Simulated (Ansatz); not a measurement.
LiH in the CsCl-type structure, relaxed with r2SCAN, was run in the PAW code Ansatz under altered settings. All numbers are computed, without spin polarisation but where a row says otherwise.

```yaml
crystal:
  lattice:
    - [2.50166, 0.00000, 0.00000]
    - [0.00000, 2.50166, 0.00000]
    - [0.00000, 0.00000, 2.50166]
  atoms:
    - { symbol: Li, position: [0.00000, 0.00000, 0.00000] }
    - { symbol: H, position: [0.50000, 0.50000, 0.50000] }
```

The base run's other keys:
```yaml
kpoints:
  mp_grid: { grid: [4, 4, 4] }
hamiltonian:
  xc: hse06
scf:
  occupations: { method: fixed }
  n_extra_bands: 4
```

It takes 10 iterations with 305 plane waves at 420 eV and 10 k points, and leaves a mean stress of +0.76 GPa. The gap over this mesh is 1.426 eV.

Outcomes, with energy and stress as changes against the base:

| setting | outcome | ΔF (meV/atom) | Δ mean stress (GPa) | gap on the mesh (eV) | iterations |
| --- | --- | --- | --- | --- | --- |
| scf.exx.ecutfock_ratio: 2 | converged | 0.0 | 0.0 | 1.426 | 10 |
| PBE hybrid, exx coeff 0.35, omega 0.2078 1/Å | converged | – | -0.2 | 1.756 | 11 |
| PBE hybrid, exx coeff 1.5, unscreened | refused | – | – | – | – |
| PBE hybrid, exx coeff 0.4, omega 0.5 1/Å | converged | – | -0.2 | 1.156 | 11 |

A dash marks a value that wasn't obtained or can't be compared. Stress is positive in compression.

- PBE hybrid, exx coeff 0.35, omega 0.2078 1/Å. That is 35 % exact exchange, screened with ω = 0.2078 1/Å, against HSE06's 25 % screened at 0.208 1/Å. The mean stress moves by -0.2 GPa and the gap on the mesh by +0.330 eV (to 1.756). Totals of different functionals aren't comparable. The program warns that on this mesh the truncation of the exchange isn't bounded, so part of the change can be an error of the mesh.
- PBE hybrid, exx coeff 1.5, unscreened. The input is refused before any iteration. Error: invalid value for `hamiltonian.xc.exx.coeff`: must be finite and in (0, 1]; got 1.5
- PBE hybrid, exx coeff 0.4, omega 0.5 1/Å. That is 40 % exact exchange, screened with ω = 0.5 1/Å, against HSE06's 25 % screened at 0.208 1/Å. The mean stress moves by -0.2 GPa and the gap on the mesh by -0.270 eV (to 1.156). Totals of different functionals aren't comparable.

Within 1 meV an atom, 0.1 GPa and 0.005 eV of the base stay: scf.exx.ecutfock_ratio: 2.

The stress of a hybrid is loosely converged in these runs.

The meshes of the hybrids are coarse, so their gaps aren't converged to the digits shown.
